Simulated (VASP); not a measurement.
Given:

```yaml
crystal:
  lattice:
    - [0.00000, 3.11600, 3.11600]
    - [3.11600, 0.00000, 3.11600]
    - [3.11600, 3.11600, 0.00000]
  atoms:
    - { symbol: Al, position: [0.00000, 0.00000, 0.00000] }
    - { symbol: Sb, position: [0.25000, 0.25000, 0.25000] }
```

The numbers are results of PBE GGA, VASP's PBE PAW potentials (set 64) (plane waves; VASP), not measurements. Numerical set-up: 520 eV cut-off, 7×7×7 Γ-centred mesh, Gaussian smearing of 0.050 eV, potentials Al Sb.

Unless said otherwise, spin-orbit coupling is left out, though it shifts the bands of the heavy elements here.

### Question
What does the run give for the energy per atom (σ→0), band gap (on the k-mesh) with the smallest direct gap where there is one?

### Answer

| Item | Result |
|---|---|
| band gap (on the k-mesh) | 1.26 eV |
| smallest direct gap (on the k-mesh) | 1.26 eV |
| energy per atom (σ→0) | -4.105 eV/atom |

Only differences to runs with the same potentials and settings are physical.

The compound is AlSb in the zinc blende structure. It was relaxed first. The start is the result of an earlier pass.
